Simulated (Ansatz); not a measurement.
Input and steps of a relaxation of cell and atoms on TiO2 (I4_1/amd) from a database structure (Ansatz 0.2.0, PBE). The input holds the cell as the database lists it.

```yaml
crystal:
  lattice:
    - [-1.89126984, 1.89126984, 4.8075107874]
    - [1.89126984, -1.89126984, 4.8075107874]
    - [1.89126984, 1.89126984, -4.8075107874]
  atoms:
    - { symbol: Ti, position: [0.0, 0.0, 0.0] }
    - { symbol: Ti, position: [0.75, 0.25, 0.5] }
    - { symbol: O, position: [0.95715212, 0.45715212, 0.5] }
    - { symbol: O, position: [0.20715212, 0.20715212, 0.0] }
    - { symbol: O, position: [0.54284788, 0.04284788, 0.5] }
    - { symbol: O, position: [0.79284788, 0.79284788, 0.0] }
kpoints:
  mp_grid: { grid: [8, 8, 8] }
hamiltonian:
  xc: pbe
scf:
  occupations: { method: fermi_dirac, width: 0.02 }
relax:
  f_tol: 0.005
  cell: {}
output:
  write_density: true
  write_potential: true
  elf: true
  volumetric_format: npy
```

The trajectory has 6 recorded frames, each with fractional positions and then forces in eV/Å along x, y and z. Some frames, the last among them, repeat a geometry solved again on a basis re-selected at its cell; pressure is positive in compression.

Step 1: energy 0.0 meV/atom from step 1, largest force component 0.048 eV/Å, pressure +3.41 GPa; a = 5.501 Å, b = 5.501 Å, c = 5.501 Å, α = 139.79°, β = 139.79°, γ = 58.18°
```
Ti 0.0000 0.0000 0.0000     0.000   0.000   0.000
Ti 0.7500 0.2500 0.5000     0.000   0.000   0.000
O  0.9572 0.4572 0.5000     0.000   0.000   0.048
O  0.2072 0.2072 0.0000     0.000   0.000   0.048
O  0.5428 0.0428 0.5000     0.000   0.000  -0.048
O  0.7928 0.7928 0.0000     0.000   0.000  -0.048
```

Step 2: energy -1.2 meV/atom from step 1, largest force component 0.008 eV/Å, pressure +0.98 GPa; a = 5.527 Å, b = 5.527 Å, c = 5.527 Å, α = 139.84°, β = 139.84°, γ = 58.10°
```
Ti 0.0000 0.0000 0.0000     0.000   0.000   0.000
Ti 0.7500 0.2500 0.5000     0.000   0.000   0.000
O  0.9569 0.4569 0.5000     0.000   0.000   0.008
O  0.2069 0.2069 0.0000     0.000   0.000   0.008
O  0.5431 0.0431 0.5000     0.000   0.000  -0.008
O  0.7931 0.7931 0.0000     0.000   0.000  -0.008
```

Question: Estimate where the relaxation ends.

Answer:
Step 3: energy -1.1 meV/atom from step 1, largest force component 0.003 eV/Å, pressure +0.01 GPa; a = 5.538 Å, b = 5.538 Å, c = 5.538 Å, α = 139.88°, β = 139.88°, γ = 58.04°
```
Ti 0.0000 0.0000 0.0000     0.000   0.000   0.000
Ti 0.7500 0.2500 0.5000     0.000   0.000   0.000
O  0.9567 0.4567 0.5000     0.000   0.000  -0.003
O  0.2067 0.2067 0.0000     0.000   0.000  -0.003
O  0.5433 0.0433 0.5000     0.000   0.000   0.003
O  0.7933 0.7933 0.0000     0.000   0.000   0.003
```

Step 4: energy -2.0 meV/atom from step 1, largest force component 0.002 eV/Å, pressure +0.15 GPa; a = 5.538 Å, b = 5.538 Å, c = 5.538 Å, α = 139.88°, β = 139.88°, γ = 58.04°
```
Ti 0.0000 0.0000 0.0000     0.000   0.000   0.000
Ti 0.7500 0.2500 0.5000     0.000   0.000   0.000
O  0.9567 0.4567 0.5000     0.000   0.000  -0.002
O  0.2067 0.2067 0.0000     0.000   0.000  -0.002
O  0.5433 0.0433 0.5000     0.000   0.000   0.002
O  0.7933 0.7933 0.0000     0.000   0.000   0.002
```

Step 5: energy -2.0 meV/atom from step 1, largest force component 0.001 eV/Å, pressure +0.01 GPa; a = 5.543 Å, b = 5.543 Å, c = 5.543 Å, α = 139.92°, β = 139.92°, γ = 57.98°
```
Ti 0.0000 0.0000 0.0000     0.000   0.000   0.000
Ti 0.7500 0.2500 0.5000     0.000   0.000   0.000
O  0.9565 0.4565 0.5000     0.000   0.000   0.001
O  0.2065 0.2065 0.0000     0.000   0.000   0.001
O  0.5435 0.0435 0.5000     0.000   0.000  -0.001
O  0.7935 0.7935 0.0000     0.000   0.000  -0.001
```

Step 6: energy -2.0 meV/atom from step 1, largest force component 0.001 eV/Å, pressure +0.01 GPa; a = 5.543 Å, b = 5.543 Å, c = 5.543 Å, α = 139.92°, β = 139.92°, γ = 57.98°
```
Ti 0.0000 0.0000 0.0000     0.000   0.000   0.000
Ti 0.7500 0.2500 0.5000     0.000   0.000   0.000
O  0.9565 0.4565 0.5000     0.000   0.000   0.001
O  0.2065 0.2065 0.0000     0.000   0.000   0.001
O  0.5435 0.0435 0.5000     0.000   0.000  -0.001
O  0.7935 0.7935 0.0000     0.000   0.000  -0.001
```

The walk took 4 steps, besides SCFs solved again on a fresh basis, and changed the volume by +1.8 %. The last SCF, on a fresh basis, lies 2.0 meV an atom below the first. Final cell: the symmetry is I4_1/amd (No. 141, tetragonal); conventional cell a = 3.799 Å, c = 9.698 Å, 11.66 Å³ an atom. Ti has 6 O at 1.95–2.00 Å; O has 3 Ti at 1.95–2.00 Å.

Command: `ansatz run input.yaml --threads 4 --pin off --max-ram 6451MiB --backend cpu --events-out ev --progress --plain --runs-dir out`. It took 13 s on 4 threads of Arm Neoverse V1, on a shared host, load about 0.1 per core; peak host memory 0.47 GiB.

Calculated for a static, non-magnetic cell.
